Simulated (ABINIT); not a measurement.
Runs of ABINIT 10.8.3 (patched build) on Sb. Symmetry: Fm-3m, No. 225, cubic system. Conventional cell: a = 4.742 Å, b = 4.742 Å, c = 4.742 Å, α = 90.00°, β = 90.00°, γ = 90.00°. Sb (site symmetry m-3m) has 12 Sb at 3.35 Å as nearest neighbours. This isn't the form of Sb at room conditions, which is rhombohedral.

```csv
task,level,potentials or basis,cell,cutoff (eV),fine-grid cutoff,gap on the mesh (eV),pressure (GPa),V0 of scaled cells (Å³/atom),B0 (GPa)
equation of state,PBEsol,JTH PAW PBE v2.0,as given,435,870.764 eV,-,-,(b),64
equation of state,LDA,JTH PAW LDA v2.0,as given,435,870.764 eV,-,-,25.69,66
single point,PBE,JTH PAW PBE v2.0,as given,435,870.764 eV,none,1.7,-,-
equation of state,r2SCAN,JTH PAW PBE v2.0,as given,517,1034.03 eV,-,-,(a),57
single point,PBE,JTH PAW PBE v2.0,cell strained at random at fixed volume,435,870.764 eV,none,1.6,-,-
```

Alike in all rows: no spin polarisation; k mesh 10 × 10 × 10; smearing fermi-dirac 0.05 eV.

Problem. Fill in the values left out.

Solution. (a) 27.24; (b) 26.16.

Caveats: pressures at fixed basis lie under the slope of the energies (some runs); the PAW data sets were made with another functional, which shifts forces and pressure a little (some runs).

A k mesh can miss the band edges, and the runs leave out spin-orbit coupling on Sb.

A gap of «none» marks a metal or a gap under the smearing width.
